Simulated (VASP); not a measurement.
CoSi, 8 atoms in the cell. The structure is cubic, space group P2_13 (No. 198). Conventional cell: a = 4.438 Å, b = 4.438 Å, c = 4.438 Å, α = 90.00°, β = 90.00°, γ = 90.00°. Co (site symmetry 3) is surrounded by 7 Si at 2.28 to 2.47 Å. Si (site symmetry 3) is surrounded by 7 Co at 2.28 to 2.47 Å. 

* Program: VASP 6.6.1
* Task: single point
* Functional: PBE
* Potentials or basis: VASP PAW PBE potentials, release 64 (Co, Si)
* Cutoff: 520 eV
* k mesh: 6 × 6 × 6
* Occupations: gaussian, width 0.011 eV
* Spin: collinear spin, ferromagnetic start
* Starting moments: [2.0, 2.0, 2.0, 2.0, 0.0, 0.0, 0.0, 0.0] μB
* Further INCAR settings: ALGO = Normal; EDIFF = 1e-07; NBANDS = 40

Potentials or basis: VASP PAW PBE potentials, release 64 (Co, Si).

Run with:

```sh
$ cat potpaw_PBE.64/Co/POTCAR potpaw_PBE.64/Si/POTCAR > POTCAR
$ mpirun -np 1 vasp_std > vasp.out
```

Hardware: 1 thread of AMD EPYC 9R45 96-Core Processor (Zen 5), on a shared host.

Question: Estimate the wall time of this run.

Answer: Wall time 2 min on 1 thread of AMD EPYC 9R45 96-Core Processor (Zen 5), on a shared host, peak memory 0.27 GiB. Counts: scf iterations 17, k points 24.
